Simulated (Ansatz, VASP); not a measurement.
# One calculation of SiC2, two programs

```
Si C
1.0
    -1.40950    1.96433    3.34382
     1.40950   -1.96433    3.34382
     1.40950    1.96433   -3.34382
Si C
1 2
Direct
  0.00000 0.00000 0.00000
  0.33029 0.50000 0.83029
  0.66971 0.50000 0.16971
```

Alike in both runs: functional PBE; k mesh 20 × 20 × 20; occupations gaussian, width 0.1 eV; no spin polarisation.

Ansatz relaxed the structure, and its values are those at the end. VASP's run is a single point on that final structure, the one shown.

|  | VASP | Ansatz |
| --- | --- | --- |
| version | VASP 6.6.1 | Ansatz 0.2.0 |
| potentials or method | VASP PAW PBE potentials, release 64 (Si, C) | scalar-relativistic, plane waves, PAW |
| plane-wave cutoff (eV) | 520 | 420 |
| valence electrons in the cell | 12 | 12 |

|  | VASP | Ansatz | Ansatz less VASP |
| --- | --- | --- | --- |
| gap on the k mesh at the Fermi level (eV) | none | none | - |
| pressure (GPa) | 0.1 | 0.0 | -0.08 |
| rms of the force components (eV/Å) | 0.028 | 0.000 | -0.0280 |

A gap of «none» marks a metal or a gap that the smearing closes.
